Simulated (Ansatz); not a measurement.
Crystal: InPd.

```
In Pd
1.0
     3.27188    0.00000    0.00000
     0.00000    3.27188    0.00000
     0.00000    0.00000    3.27188
In Pd
1 1
Direct
  0.00000 0.00000 0.00000
  0.50000 0.50000 0.50000
```

The cell comes from a database or a generator and needn't be the stable form of this composition.

```yaml
Program: Ansatz 0.2.0
Task: single point
Functional: PBEsol
Potentials_or_basis: Ansatz PAW
Cutoff: "420 eV (not typed: the program's choice for these potentials)"
k_mesh: 8 × 8 × 8
Occupations: fermi-dirac, width 0.05 eV
Spin: no spin polarisation
```

On this cell: pressure -3.0 GPa; largest force zero by symmetry; band gap on the k mesh none (metal or under the smearing width).

The same run follows on a disturbed copy (atoms moved at random, drawn with an rms of 0.05 Å):

```
CELL_PARAMETERS angstrom
3.27188 0.00000 0.00000
0.00000 3.27188 0.00000
0.00000 0.00000 3.27188
ATOMIC_POSITIONS crystal
In 0.99323 0.00032 0.00838
Pd 0.48910 0.50688 0.49185
```

**Question.** What does the disturbed cell give?

**Answer.** The energy (extrapolated to zero smearing) moves by +3.3 meV/atom; pressure -2.8 GPa; largest force 0.223 eV/Å; band gap on the k mesh none (metal or under the smearing width).

Forces in eV/Å, atoms in the order of the input:
```
In  -0.051  0.081 -0.202
Pd   0.051 -0.081  0.202
```

Stress tensor (GPa, compression positive):
```
-2.77 -0.03  0.07
-0.03 -2.78 -0.11
 0.07 -0.11 -2.87
```

Caveats: the PAW data sets come from PBE, with cores solved anew for the run's functional, which leaves a small shift of forces and pressure.
